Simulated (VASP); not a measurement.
W:

```
W
1.0
     0.00000    2.03000    2.03000
     2.03000    0.00000    2.03000
     2.03000    2.03000    0.00000
W
1
Direct
  0.00000 0.00000 0.00000
```

This isn't the form of W at room conditions, which is bcc.

Base run:

| Item | Value |
| --- | --- |
| Program | VASP 6.6.1 |
| Functional | PBE |
| Potentials or basis | VASP PAW PBE potentials, release 64 (W_sv) |
| Cutoff | 520 eV |
| k mesh | 11 × 11 × 11 |
| Occupations | fermi-dirac, width 0.05 eV |
| Spin | no spin polarisation |

Its results: band gap on the k mesh none (metal or under the smearing width); pressure -4.5 GPa.

Q: The run is repeated on the same cell with these changes: k mesh from 11 × 11 × 11 to 6 × 6 × 6; occupations from fermi-dirac, width 0.05 eV to fermi-dirac, width 0.03 eV. What comes out?

A: Band gap on the k mesh none (metal or under the smearing width); pressure -3.7 GPa.

Caveats: some runs use coarse meshes.
